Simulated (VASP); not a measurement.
Runs of VASP 6.6.1 on GeS. Symmetry: Pnma, No. 62, orthorhombic system. Conventional cell: a = 10.481 Å, b = 3.646 Å, c = 4.299 Å, α = 90.00°, β = 90.00°, γ = 90.00°. Ge (site symmetry m) has 3 S at 2.44 to 2.45 Å as nearest neighbours. S (site symmetry m) has 3 Ge at 2.44 to 2.45 Å as nearest neighbours. 

| task | cell | gap on the mesh (eV) | pressure (GPa) | largest force (eV/Å) |
| --- | --- | --- | --- | --- |
| relaxation of shape and atoms at fixed volume | atoms relaxed at fixed volume from: a relaxed cell with its volume scaled by 0.98 | (a) | 1.2 | 0.01 |
| relaxation of cell and atoms | relaxed | 1.23 | 0.0 | - |
| relaxation of shape and atoms at fixed volume | atoms relaxed at fixed volume | 1.22 | 0.0 | - |
| relaxation of shape and atoms at fixed volume | atoms relaxed at fixed volume from: a relaxed cell with its volume scaled by 1.04 | 1.26 | -1.8 | 0.01 |

Alike in all rows: level PBE+D3(BJ); potentials or basis VASP PAW PBE potentials, release 64 (Ge_d, S); no spin polarisation; k mesh 4 × 8 × 6; cutoff (eV) 600; smearing gaussian 0.03 eV.

Fill in the values left out.

(a) 1.15.

Caveats: the relaxation stopped at its first step, so nothing moved (some runs).

A k mesh can miss the band edges, and the runs leave out spin-orbit coupling on Ge.
